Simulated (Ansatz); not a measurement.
**TiSi2 under changes of volume**

One of the cells (14.148 Å³/atom); the others are scaled copies at fixed shape and fractional positions:

```xyz
3
Lattice="4.3746 0.0000 0.0000 -2.1873 3.7885 0.0000 0.0000 0.0000 2.5610" Properties=species:S:1:pos:R:3 pbc="T T T"
Ti    0.0000    0.0000    0.0000
Si    0.0000    2.5257    1.2805
Si    2.1873    1.2628    1.2805
```

The cell was built by a generator and needn't be a form met in nature.

```yaml
Program: Ansatz 0.2.0
Functional: PBE
Potentials_or_basis: Ansatz PAW
Cutoff: "420 eV (not typed: the program's choice for these potentials)"
k_mesh: 7 × 7 × 10
Occupations: fermi-dirac, width 0.05 eV
Spin: no spin polarisation
```

```csv
volume (Å³/atom),energy over the lowest point (meV/atom),pressure (GPa)
13.299,22.54,9.3
13.582,9.28,5.8
13.865,?,?
14.148,0.00,-0.2
14.431,2.83,-2.7
14.714,9.87,-4.9
14.997,20.52,-6.8
```

Question: What does the run at 13.865 Å³/atom give?

Answer: Energy over the lowest point 1.96 meV/atom; pressure 2.6 GPa.

Worked out: A Birch-Murnaghan fit of order 3 (a polynomial in V^(-2/3)) to the other rows has its minimum at 14.12 Å³/atom with B0 = V·E''(V) = 135 GPa and B' = 5.0 at fixed shape and positions, which overstates the stiffness. It gives 1.97 meV/atom at 13.865 Å³/atom, against the run's 1.96, and -dE/dV = 2.5 GPa, against 2.6.

Energies are extrapolated to zero smearing.
